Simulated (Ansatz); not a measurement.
The system is ZnSe (Stilleite).

```
Se Zn
1.0
     0.00000    2.83380    2.83380
     2.83380    0.00000    2.83380
     2.83380    2.83380    0.00000
Se Zn
1 1
Direct
  0.75000 0.75000 0.75000
  0.00000 0.00000 0.00000
```

Base run:

- Program: Ansatz 0.2.0
- Functional: PBE
- Potentials or basis: Ansatz PAW
- Cutoff: 420 eV (not typed: the program's choice for these potentials)
- k mesh: 8 × 8 × 8
- Occupations: fermi-dirac, width 0.05 eV
- Spin: spin-orbit coupling, no magnetisation

Its results: band gap on the k mesh 1.16 eV, direct; pressure 2.1 GPa.

Question: The run is repeated on the same cell with these changes: cutoff from 420 eV (not typed: the program's choice for these potentials) to 350 eV; spin from spin-orbit coupling, no magnetisation to no spin polarisation; potential files from those of the base run to others of the same set. What comes out?

Answer: Band gap on the k mesh 1.29 eV, direct; pressure 2.2 GPa.

Spin-orbit coupling splits the band edges, which narrows the gap.

Caveats: the cutoff lies under the one recommended for these potentials (some runs).
